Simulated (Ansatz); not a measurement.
Input, command and steps of an Ansatz relaxation.

```yaml
crystal:
  lattice:
    - [1.8243230312, -7.0676813858, 0.0]
    - [1.8243230312, 7.0676813858, 0.0]
    - [0.0, 0.0, 3.6724839201]
  atoms:
    - { symbol: Ti, position: [0.8954589283, 0.1045410717, 0.75] }
    - { symbol: Ti, position: [0.1045410717, 0.8954589283, 0.25] }
    - { symbol: Si, position: [0.5577635223, 0.4422364777, 0.75] }
    - { symbol: Si, position: [0.4422364777, 0.5577635223, 0.25] }
    - { symbol: Si, position: [0.2499797136, 0.7500202864, 0.75] }
    - { symbol: Si, position: [0.7500202864, 0.2499797136, 0.25] }
basis:
  ecutwfc: 420
kpoints:
  mp_grid: { grid: [10, 10, 10] }
hamiltonian:
  xc: pbe
scf:
  occupations: { method: gaussian, width: 0.1 }
output:
  forces: true
  stress: true
  eigenvalues: true
relax:
  adjacent_minimum: "off"
  f_tol: 0.01
  max_steps: 30
  cell: { stress_tol: 0.1, fix: [volume] }
```

```bash
ansatz run input.yaml --threads 1 --pin off --max-ram 2560MiB --backend cpu --events-out ev --progress --plain --runs-dir out
```

Computed with Ansatz, DFT PBE, scalar-relativistic, plane waves, PAW.

The volume is held at 1.1 times that of the relaxed cell.

Of 6 frames 5 are shown, positions in Å and forces in eV/Å; the SCF threshold varies from step to step. Steps run on the plane waves of an earlier cell, with a Pulay correction in the pressure. The basis is chosen afresh for the last frame, the zero of the energies, and at times for earlier ones too; energy and pressure step there, also at an unchanged geometry. The mark taken_back stands on steps that the optimiser undid.

```xyz
6
Lattice="1.8243 -7.0677 0.0000 1.8243 7.0677 0.0000 0.0000 0.0000 3.6725" Properties=species:S:1:pos:R:3:forces:R:3 pbc="T T T" step=1 free_energy_over_end_meV_per_atom=0.72 pressure_GPa=-10.19
Ti    1.8243   -5.5900    2.7544    0.0000    0.0928    0.0000
Ti    1.8243    5.5900    0.9181    0.0000   -0.0928    0.0000
Si    1.8243   -0.8165    2.7544    0.0000    0.0938    0.0000
Si    1.8243    0.8165    0.9181    0.0000   -0.0938    0.0000
Si    1.8243    3.5341    2.7544    0.0000   -0.0057    0.0000
Si    1.8243   -3.5341    0.9181    0.0000    0.0057    0.0000
6
Lattice="1.8199 -7.1232 0.0000 1.8199 7.1232 0.0000 0.0000 0.0000 3.6527" Properties=species:S:1:pos:R:3:forces:R:3 pbc="T T T" step=2 free_energy_over_end_meV_per_atom=0.14 pressure_GPa=-9.74
Ti    1.8199   -5.6130    2.7395    0.0000   -0.0641    0.0000
Ti    1.8199    5.6130    0.9132    0.0000    0.0641    0.0000
Si    1.8199   -0.8152    2.7395    0.0000    0.0536    0.0000
Si    1.8199    0.8152    0.9132    0.0000   -0.0536    0.0000
Si    1.8199    3.5601    2.7395    0.0000    0.0021    0.0000
Si    1.8199   -3.5601    0.9132    0.0000   -0.0021    0.0000
6
Lattice="1.8197 -7.1159 0.0000 1.8197 7.1159 0.0000 0.0000 0.0000 3.6569" Properties=species:S:1:pos:R:3:forces:R:3 pbc="T T T" step=3 free_energy_over_end_meV_per_atom=0.02 pressure_GPa=-9.82
Ti    1.8197   -5.6137    2.7427    0.0000   -0.0041    0.0000
Ti    1.8197    5.6137    0.9142    0.0000    0.0041    0.0000
Si    1.8197   -0.8118    2.7427    0.0000    0.0276    0.0000
Si    1.8197    0.8118    0.9142    0.0000   -0.0276    0.0000
Si    1.8197    3.5572    2.7427    0.0000    0.0001    0.0000
Si    1.8197   -3.5572    0.9142    0.0000   -0.0001    0.0000
6
Lattice="1.8203 -7.1097 0.0000 1.8203 7.1097 0.0000 0.0000 0.0000 3.6589" Properties=species:S:1:pos:R:3:forces:R:3 pbc="T T T" step=4 free_energy_over_end_meV_per_atom=0.02 pressure_GPa=-9.80 taken_back
Ti    1.8203   -5.6083    2.7442    0.0000   -0.0179    0.0000
Ti    1.8203    5.6083    0.9147    0.0000    0.0179    0.0000
Si    1.8203   -0.8067    2.7442    0.0000   -0.0189    0.0000
Si    1.8203    0.8067    0.9147    0.0000    0.0189    0.0000
Si    1.8203    3.5539    2.7442    0.0000    0.0023    0.0000
Si    1.8203   -3.5539    0.9147    0.0000   -0.0023    0.0000
6
Lattice="1.8199 -7.1149 0.0000 1.8199 7.1149 0.0000 0.0000 0.0000 3.6569" Properties=species:S:1:pos:R:3:forces:R:3 pbc="T T T" step=6 free_energy_over_end_meV_per_atom=0.00 pressure_GPa=-9.81
Ti    1.8199   -5.6134    2.7427    0.0000   -0.0010    0.0000
Ti    1.8199    5.6134    0.9142    0.0000    0.0010    0.0000
Si    1.8199   -0.8096    2.7427    0.0000    0.0062    0.0000
Si    1.8199    0.8096    0.9142    0.0000   -0.0062    0.0000
Si    1.8199    3.5566    2.7427    0.0000    0.0007    0.0000
Si    1.8199   -3.5566    0.9142    0.0000   -0.0007    0.0000
```

It took 2.7 min on 1 thread of Arm Neoverse V1 (shared host), peak memory 0.62 GiB.